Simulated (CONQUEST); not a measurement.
Runs of CONQUEST 1.3 on SnSe. The structure is orthorhombic, space group Pnma (No. 62). The conventional cell has a = 11.420 Å, b = 4.190 Å, c = 4.460 Å, α = 90.00°, β = 90.00°, γ = 90.00°. Sn (site symmetry m) is surrounded by 3 Se at 2.69 to 2.83 Å. Se (site symmetry m) is surrounded by 3 Sn at 2.69 to 2.83 Å. 

| k mesh | gap on the mesh (eV) | pressure (GPa) | largest force (eV/Å) |
| --- | --- | --- | --- |
| 8 × 8 × 3 | (a) | 4.9 | 0.76 |
| 6 × 6 × 3 | 0.62 | 4.9 | 0.76 |
| 5 × 5 × 2 | 0.84 | 4.9 | 0.74 |
| 4 × 4 × 2 | (b) | 4.9 | 0.72 |

Alike in all rows: task single point; level PBE; potentials or basis PseudoDojo NC PBE, SZP, grid cutoff 120 Ha; no spin polarisation; cell as given; smearing fermi-dirac 0.05 eV.

Q: Estimate the missing entries.

A: (a) 0.78; (b) 1.05.

Caveats: the atomic basis is small; spin-orbit coupling is left out, which moves the levels of the heavy elements; the basis of atomic orbitals isn't converged, which shifts pressures, moduli and gaps; an odd mesh through Γ misses points on the zone boundary, where band edges often lie (some runs).

A k mesh can miss the band edges, and the runs leave out spin-orbit coupling on Se, Sn.
